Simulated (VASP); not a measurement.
Input of a VASP 6.6.1 run:

File INCAR:

```
SYSTEM = TiO2
PREC     = Accurate       ! precision mode
ENCUT    = 520            ! plane-wave cutoff, eV
EDIFF    = 1E-7           ! SCF threshold, eV
ISMEAR   = -1             ! smearing method
SIGMA    = 0.05           ! smearing width, eV
LREAL    = .FALSE.        ! projectors in reciprocal space
LASPH    = .TRUE.         ! aspherical terms in the spheres
NELM     = 60             ! most SCF steps
ALGO     = Normal         ! electronic algorithm
ISIF     = 2              ! what is computed and relaxed
LWAVE    = .FALSE.        ! write WAVECAR
LCHARG   = .FALSE.        ! write CHGCAR
LMAXMIX  = 4              ! l up to which the mixer works
GGA      = RE             ! functional
```

Contents of KPOINTS:

```
Automatic mesh
0
G
  10 10 10
  0 0 0
```

The input POSCAR:

```
TiO2
1.0
   -1.8921000000      1.8921000000      4.7573000000
    1.8921000000     -1.8921000000      4.7573000000
    1.8921000000      1.8921000000     -4.7573000000
Ti O
2 4
Direct
    0.7500000000      0.2500000000      0.5000000000
    0.0000000000      0.0000000000      0.0000000000
    0.7919000000      0.7919000000      0.0000000000
    0.5419000000      0.0419000000      0.5000000000
    0.9581000000      0.4581000000      0.5000000000
    0.2081000000      0.2081000000      0.0000000000
```

KPOINTS_OPT

```
path GXYSGZS1NPY1Z,XP
10
line-mode
reciprocal
 0.0000000000  0.0000000000  0.0000000000  G
-0.5000000000  0.5000000000  0.0000000000  X

-0.5000000000  0.5000000000  0.0000000000  X
-0.5000000000  0.5000000000 -0.0790928267  Y

-0.5000000000  0.5000000000 -0.0790928267  Y
-0.2895464134  0.2895464134 -0.2895464134  S

-0.2895464134  0.2895464134 -0.2895464134  S
 0.0000000000  0.0000000000  0.0000000000  G

 0.0000000000  0.0000000000  0.0000000000  G
 0.5000000000  0.5000000000 -0.5000000000  Z

 0.5000000000  0.5000000000 -0.5000000000  Z
 0.2895464134  0.7104535866 -0.7104535866  S1

 0.2895464134  0.7104535866 -0.7104535866  S1
 0.0000000000  0.5000000000 -0.5000000000  N

 0.0000000000  0.5000000000 -0.5000000000  N
-0.2500000000  0.7500000000 -0.2500000000  P

-0.2500000000  0.7500000000 -0.2500000000  P
 0.0790928267  0.9209071733 -0.5000000000  Y1

 0.0790928267  0.9209071733 -0.5000000000  Y1
 0.5000000000  0.5000000000 -0.5000000000  Z

-0.5000000000  0.5000000000  0.0000000000  X
-0.2500000000  0.7500000000 -0.2500000000  P
```

Potentials or basis: VASP PAW PBE potentials, release 64 (Ti_sv, O).

Command:

```sh
$ cat potpaw_PBE.64/Ti_sv/POTCAR potpaw_PBE.64/O/POTCAR > POTCAR
$ mpirun -np 1 vasp_std > vasp.out
```

(1) Predict the pressure.

(2) Estimate the band gap on the k mesh.

(3) What does it give for the band gap along the path?

Results:

(1) 9.2 GPa.

(2) 2.15 eV, indirect (least direct gap 2.47 eV).

(3) 2.13 eV, indirect (least direct gap 2.47 eV).

Caveat: the PAW data sets were made with another functional, which shifts forces and pressure a little.
